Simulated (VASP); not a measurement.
Input of a VASP 6.6.1 run:

File INCAR:

```
SYSTEM = SnSe
PREC     = Accurate       ! precision mode
ENCUT    = 520            ! plane-wave cutoff, eV
EDIFF    = 1E-6           ! SCF threshold, eV
ISMEAR   = 0              ! smearing method
SIGMA    = 0.02           ! smearing width, eV
LREAL    = .False.        ! projectors in reciprocal space
LASPH    = .True.         ! aspherical terms in the spheres
NELM     = 100            ! most SCF steps
ALGO     = Fast           ! electronic algorithm
ISIF     = 2              ! what is computed and relaxed
LWAVE    = .False.        ! write WAVECAR
LCHARG   = .False.        ! write CHGCAR
GGA      = PE             ! functional
NBANDS   = 28             ! bands
```

The input KPOINTS:

```
regular mesh
0
Gamma
  8 8 8
  0 0 0
```

File POSCAR:

```
SnSe
1.0
    5.1692349870      0.0000000000      0.0000000000
    0.0000000000      5.1692349870      0.0000000000
    0.0000000000      0.0000000000      4.4272375887
Sn Se
2 2
Direct
    0.0000000000      0.5000000000      0.2896536795
    0.5000000000      0.0000000000      0.7103463205
    0.0000000000      0.0000000000      0.0000000000
    0.5000000000      0.5000000000      0.0000000000
```

Potentials or basis: VASP PAW PBE potentials, release 64 (Sn_d, Se).

Launch:

```bash
$ cat potpaw_PBE.64/Sn_d/POTCAR potpaw_PBE.64/Se/POTCAR > POTCAR
$ mpirun -np 1 vasp_std > vasp.out
```

(1) Predict the band gap on the k mesh.

(2) Estimate the pressure.

Results:

(1) 0.42 eV, indirect (least direct gap 0.64 eV).

(2) 0.0 GPa.

Caveat: spin-orbit coupling is left out, which moves the levels of the heavy elements.
